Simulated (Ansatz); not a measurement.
## TiCo$_{3}$: how the energy converges with the cutoff

TiCo$_{3}$, Pm-3m, a = 3.614 Å. The structure is a COD entry; whether it is the stable form wasn't checked. Ansatz: r2SCAN, PAW, cutoff varied, Γ-centred 12×12×12 mesh on 4 atoms, Gaussian smearing 0.10 eV; collinear spin, largest moment 1.4 μB. Single points at one geometry, the cutoff alone changed; ΔE is the energy at zero smearing over the run at 850 eV. The run at 150 eV ended in another magnetic state and is left out. The runs up to 460 eV lie under the cutoff recommended for these PAW datasets.

```
cutoff (eV)  ΔE (meV/atom)
        200       18338.45
        250        3367.45
        300         423.22
        350          38.39
        380          10.09
        460           3.72
        500           2.31
        520           1.86
        600           1.14
        700              ?
```

Assume ΔE falls exponentially with the cutoff, fit y = ln ΔE against x, the cutoff in eV, to the other rows, and predict the missing value.

y = 9.817, 8.122, 6.048, 3.648, 2.312, 1.314, 0.837, 0.621, 0.131. Means x = 395.6, y = 3.6500; Σ(Δx)² = 143222, ΣΔxΔy = -3606; the slope is their ratio. y = 13.61 − 0.02518 x, a factor of ten per 91 eV. At 700 eV this gives ΔE = 0.02 meV/atom. The run gave 0.73, a ratio of 0.03. Between neighbouring rows the decay runs from a factor of ten per 48 eV to one per 517 eV, so one exponential is only a rough guide. The fast fall gives way to a slow tail, so a fit to low cutoffs promises convergence too early.